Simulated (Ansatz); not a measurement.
# HgTe (Coloradoite) (F-43m) in Ansatz: single point with PBE0

Aim: the single point of HgTe (Coloradoite) with PBE0.

All numbers are computed with Ansatz 0.2.0; they aren't measurements. Logs are shortened: lines on timing, memory, paths and dates and some standing lists are left out, and cuts for length are marked.

## 1. The structure

Symmetry: F-43m, No. 216, cubic system. Conventional cell: a = 6.429 Å, b = 6.429 Å, c = 6.429 Å, α = 90.00°, β = 90.00°, γ = 90.00°. Around Hg (site symmetry -43m) lie 4 Te at 2.78 Å. Te (site symmetry -43m) has 4 Hg at 2.78 Å as nearest neighbours.

## 2. Single point, PBE0

The input, input:

```
crystal:
  lattice:
    - [0.0, 3.2145, 3.2145]
    - [3.2145, 0.0, 3.2145]
    - [3.2145, 3.2145, 0.0]
  atoms:
    - { symbol: Hg, position: [0.0, 0.0, 0.0] }
    - { symbol: Te, position: [0.75, 0.75, 0.75] }
hamiltonian:
  xc: pbe0
  pseudopotentials: { kind: paw }
kpoints:
  mp_grid: { grid: [6, 6, 6] }
scf:
  occupations: { method: fermi_dirac, width: 0.05 }
output:
  forces: true
  stress: true
  eigenvalues: true
```

Potentials or basis: Ansatz PAW.

The log of the run:

```text
Warning: output.stress: scf.convergence.dr2_threshold = 1e-7 eV (the SCF's general default) is looser than the 2e-10 eV advised for a printed stress (1e-10 eV for each atom of the cell: 2). What an SCF threshold leaves in a stress goes as its square root, and in the free energy as the threshold itself, and one threshold admits the most on a small cell: of the crystals measured, under no hybrid functional and no lock of the moments, on runs that ended without the residual-converged pass, on stresses that held no estimate of that error, the worst erred by over 100 MPa in a component at 1e-7 eV an atom and by under 5 at 1e-10. Set scf.convergence.dr2_threshold to 2e-10 eV or tighter. The threshold is an SCF's pass mark: one that does not reach it within its budget of iterations ends unconverged, or closes short of it on a stop that the run arms, and scf.convergence.dr2_threshold's page says what that costs each kind of run
Warning: output.stress: scf.exx.energy_threshold = 1e-6 eV is looser than the 2e-8 eV advised for a stress under a hybrid functional (1e-8 eV for each atom of the cell: 2). Every SCF of the exchange loop can meet its threshold on dr2 while the loop round them stops early: no threshold on dr2 bounds what that leaves in the stress. Set scf.exx.energy_threshold to 2e-8 eV or tighter. The threshold is the loop's pass mark: a loop that does not reach it within its budget of cycles ends unconverged, and scf.exx.energy_threshold's page has the law
GPUs: using 1 of 1 available (devices: 1).
Engine: ansatz 0.2.0, x86_64-unknown-linux-gnu
Pseudopotentials: kind: paw
Pseudopotential: Hg, paw, valence charge 20, recommended cutoff 420 eV (normal), Hg.paw.azcp
Pseudopotential: Te, paw, valence charge 16, recommended cutoff 420 eV (normal), Te.paw.azcp
Functional definition: PBE0
  parameter a = 0.25
  parameter kappa = 0.804
  parameter beta = 0.06672455060314922
  exchange = (1 - a)*pbe_x(kappa = kappa, mu = beta*pi^2/3) + a*exact_x
  correlation = pbe_c(beta = beta)
device memory: the entry about to start is reckoned to put 0.6 GiB on a device that reports 63.0 GiB free (of which the cap on the GPU budget leaves the run 18.0 GiB)
GPU FFT provider: cuFFT
GPU libraries: cuBLAS 13.8.2, cuFFT 12.4.0, cuSOLVER 12.3.4
Crystal: 2 atoms, lattice volume = 66.431 Å³
Basis set: ecut = 420 eV, 1291 PW (Γ), exchange–correlation on 64×64×64 points (8 copies of the dense FFT grid, shifted against one another)
Bands: 22, of which v1, the nominal top of the filled ones, is band 18 counted from 1 (17 counted from 0)
Symmetry: 24 space group operations
Space group: F-43m (ITA 216), of the structure as read, at distance tolerance 4.1e-5 Å
k-points: 16 of 216 (time reversal used)
Non-local potential: Hg, projectors of the file, l = 0: 3, l = 1: 2, l = 2: 2, l = 3: 1
Non-local potential: Te, projectors of the file, l = 0: 2, l = 1: 2, l = 2: 2, l = 3: 2
PAW form: soft (Blöchl's): semilocal exchange-correlation on the pseudo side does not see the compensation charge
PAW frozen core: Hg, regenerated for the run's functional, and the local potential with it (the file was generated under x = pbe(κ = 0.804, μ = 0.2195149727645171), c = pbe(β = 0.06672455060314922))
PAW frozen core: Te, regenerated for the run's functional, and the local potential with it (the file was generated under x = pbe(κ = 0.804, μ = 0.2195149727645171), c = pbe(β = 0.06672455060314922))
[... 84 lines left out ...]
GPU transforms: local potential and band sums: pruned to the plane-wave sphere, on 30×32×32
Exchange kernel: α = 0.2500, full range, Wigner–Seitz truncation, v(0) = 20470.4863 eV·Å³, q-mesh 6×6×6, nearest image of the exchange supercell L = 27.28 Å, pair-density grid 18×18×18, without the augmentation charges, whose exchange is taken in its separable form by FFT convolution over the k-point mesh (sized by the pseudopotential files, 25×25×25 at the most), smooth part of the exact exchange by density-matrix convolution in up to 4.81 GiB of GPU memory as planned if the GPU has room (build and FFT work areas not counted)
Frozen-core exchange: fock
SCF iter   1: F=—  HF=-20797.760335 eV  |F-HF|=—  |Δ(HF+E_count)|=         —  Δρ=9.50e-7  dr2=7.89e-10  ethr=3.70e-10  ⟨swp⟩=5.3  Hψ=801  notcnv=0
preconditioner: auto → none  [insulator: Δε(μ)=0.603 eV  Ē_g=13.027 eV  σ=0.050 eV  W_gap=0.99  n_scr=14 (ndim 8)  ℏωp=19.3 eV  f_vac=0.177  D(μ)=0.00/eV (n_scr^D=0)]
SCF iter   2: F=-20797.760335 eV  HF=-20797.760335 eV  |F-HF|=7.28e-12  |Δ(HF+E_count)|=  2.84e-10  Δρ=2.77e-7  dr2=4.49e-11  ethr=2.00e-12  ⟨swp⟩=3.1  Hψ=820  notcnv=0
SCF 6 converged in 2 iterations: F = -20797.760335 eV  dr2 = 4.49e-11
  Residual-converged pass: ⟨swp⟩=2.0  Hψ=506  notcnv=0  max |occ|·‖R‖ = 2.2e-6 eV (tolerance 2.4e-6 eV)  dr2=4.48e-11  dr2_onsite=1.15e-12  max |Δocc| = 8.3e-15
hybrid outer 5: dexx = +1.711e-10 eV, tail = 9.32e-11 eV, Δε = 4.53e-5 eV (about 1.05e-5 eV left of the loop's levels), ΔF = 4.16e-17 eV/Å (tail 1.10e-17)
hybrid SCF converged: 5 outer / 20 inner (+8 warm-up), last move |dexx| = 1.71e-10 eV, tail = 9.32e-11 eV
Stability not checked: this state was not tested for a lower state beside it, because the functional holds exact exchange (a hybrid, or Hartree-Fock), whose exchange loop this test does not read (fock_operator; see scf.lower_state_search)
Free energy (F): -20797.760335 eV
Frozen-core exchange: fock
Harris-Foulkes:  -20797.760335 eV  (|F-HF|=7.28e-12)
Internal energy: -20797.760308 eV  (E = F + TS)
E sigma→0 (E₀):  -20797.760322 eV
Entropy (-TS):   -0.000027 eV (-0.014 meV/atom)
Fermi energy:    8.598232 eV
--- Per-component energies (eV) ---
  E_band       = -862.581844
  E_kinetic    = 784.175361
  E_local      = -4769.759497  (includes V_loc(G=0)·N_el)
  E_nonlocal   = -236.402748
  E_hartree    = 2325.078695
  E_xc         = -265.569217
  E_vxc        = -282.470591  (∫ρ·V_xc dr)
  E_exx        = -137.986082  (= α·E_x^exact, valence–valence)
  E_paw        = -14552.224161  (= ΣΔE_a)
  E_vpaw       = -732.310443  (= ΣTr[D̂ρ^β])
  E_aug_tail   = 0.000757  (compensation charges beyond the density's cutoff)
  E_ewald      = -3943.057611
  E_core_change = -2.015804  (= ΣΔE_core)
  E_smearing   = -0.000027  (= −TS)
  E_closure    = -0.000000  (closes the sum)
  Σ components = -20797.760335   (vs F -20797.760335, Δ=0.00e0)
--- Forces (eV/Å), atoms counted from 1 ---
  atom   1  Hg    -0.00000000     0.00000000     0.00000000
  atom   2  Te     0.00000000    -0.00000000     0.00000000
  max |Σ_I F_I| component: 1.24e-16 eV/Å
--- Stress (GPa, compression-positive) ---
        2.882941       0.000000      -0.000000
        0.000000       2.882941       0.000000
       -0.000000       0.000000       2.882941
  P = ⅓ Tr σ = 2.8829 GPa (28.829 kbar)
--- Band table (eV; the first three rows and the last of 16) ---
  k-point 0: bands = ["-111.5906", "-58.7976", "-58.7976", "-58.7976", "-30.9553", "-30.9553", "-30.9553", "-30.9439", "-30.9439", "-5.0304", "-0.4168", "-0.4168", "-0.4168", "0.1433", "0.1433", "8.2692", "8.2692", "8.2692", "8.8718", "13.8745", "13.8745", "13.8745"]
  k-point 1: bands = ["-111.5906", "-58.7976", "-58.7976", "-58.7974", "-30.9553", "-30.9553", "-30.9553", "-30.9438", "-30.9438", "-4.8777", "-0.3785", "-0.3785", "-0.3401", "0.1399", "0.1399", "5.8637", "7.9344", "7.9344", "10.3231", "13.9373", "14.2963", "14.2963"]
  k-point 2: bands = ["-111.5906", "-58.7975", "-58.7975", "-58.7971", "-30.9555", "-30.9552", "-30.9552", "-30.9437", "-30.9437", "-4.5512", "-0.3114", "-0.3114", "0.0143", "0.1480", "0.1480", "3.4568", "7.3732", "7.3732", "10.3880", "14.7261", "14.7261", "15.6719"]
  k-point 15: bands = ["-111.5906", "-58.7974", "-58.7972", "-58.7968", "-30.9559", "-30.9552", "-30.9549", "-30.9436", "-30.9435", "-4.1550", "-0.1744", "-0.1193", "0.0231", "0.1601", "0.8449", "2.1620", "5.3376", "5.4023", "12.5103", "13.2445", "16.3427", "16.4560"]
```

Wall time 31 s (1 × NVIDIA H100 80GB HBM3 with 2 threads of AMD EPYC 7R13 (Zen 3), shared host); peak memory 2.7 GiB.

Results:

- Free energy: -20797.7603 eV
- Pressure: 2.9 GPa
- Band gap on the k mesh: 0.60 eV, direct

Caveat: spin-orbit coupling is left out, which moves the levels of the heavy elements; the PAW data sets come from PBE, with cores solved anew for the run's functional, which leaves a small shift of forces and pressure; the thresholds are loose for stress.
